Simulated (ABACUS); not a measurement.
Cr under changes of volume

One of the cells (14.066 Å³/atom); the others are scaled copies at fixed shape and fractional positions:

```
Cr
1.0
     2.71400    0.00000    0.00000
    -1.35700    2.35039    0.00000
     0.00000    0.00000    4.41000
Cr
2
Direct
  0.66667 0.33333 0.75000
  0.33333 0.66667 0.25000
```

This isn't the form of Cr at room conditions, which is bcc.

```yaml
Program: ABACUS 3.10.1
Functional: PBE
Potentials_or_basis: PseudoDojo NC SR 0.4.1 PBE standard
Cutoff: 1293 eV
Density_cutoff: 5170 eV
Basis: plane waves
k_mesh: 11 × 11 × 6
Occupations: fermi-dirac, width 0.05 eV
Spin: collinear spin, ferromagnetic start
Starting_moments: "[3.0, 3.0] μB"
```

```tsv
volume (Å³/atom)	energy over the lowest point (meV/atom)	pressure (GPa)	moment (μB per cell)
13.222	0.00	-17.5	1.66
13.503	33.14	-20.1	1.82
13.784	70.07	-21.7	2.13
14.066	108.68	-22.8	2.45
14.347	?	?	?
14.628	191.47	-24.8	2.90
14.910	235.82	-25.8	3.06
```

What does the run at 14.347 Å³/atom give?

Energy over the lowest point 149.18 meV/atom; pressure -23.8 GPa; moment 2.71 μB per cell.

Worked out: A Birch-Murnaghan fit of order 3 (a polynomial in V^(-2/3)) to the other rows has no minimum within the range. It gives 149.27 meV/atom at 14.347 Å³/atom, against the run's 149.18, and -dE/dV = -23.7 GPa, against -23.8. A parabola through the other rows of the moment, of slope 0.828 μB per Å³/atom there, gives 2.65 μB, against the run's 2.71.

Energies are extrapolated to zero smearing.
